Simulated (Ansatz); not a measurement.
## Two-dimensional strain map in TiCo

Computed with DFT PBE, scalar-relativistic, plane waves, PAW in Ansatz. The runs took a 420 eV cutoff, a Γ-centred 20×20×20 mesh and Gaussian smearing (0.15 eV). Collinear spins, started from moments 0.0, 1.1 μB in atom order; the magnetic state may not be the lowest. Energies are free energies at this smearing, counted from the undisturbed cell; pressure is positive in compression.

Reference structure (relaxed at this level; with this scan's settings it stands at -0.1 GPa; it needn't be the usual structure):

```
Ti Co
1.0
     2.98559    0.00000    0.00000
     0.00000    2.98559    0.00000
     0.00000    0.00000    2.98559
Ti Co
1 1
Direct
  0.00000 0.00000 0.00000
  0.50000 0.50000 0.50000
```

The cell is strained by p along both x and y and by q along z, fractional coordinates fixed. Points are written (p, q).

Energy above the undisturbed cell in meV/atom (a dash: not computed):

```csv
p \ q,-0.050,0.000,0.050
-0.050,177.7,80.9,40.6
0.000,27.0,0.0,24.6
0.050,51.5,70.4,–
```

Pressure in GPa:

```
 p \ q  -0.050  0.000  0.050
-0.050    34.1   19.9    8.2
 0.000     8.9   -0.1   -7.4
 0.050    -7.2  -13.1      –
```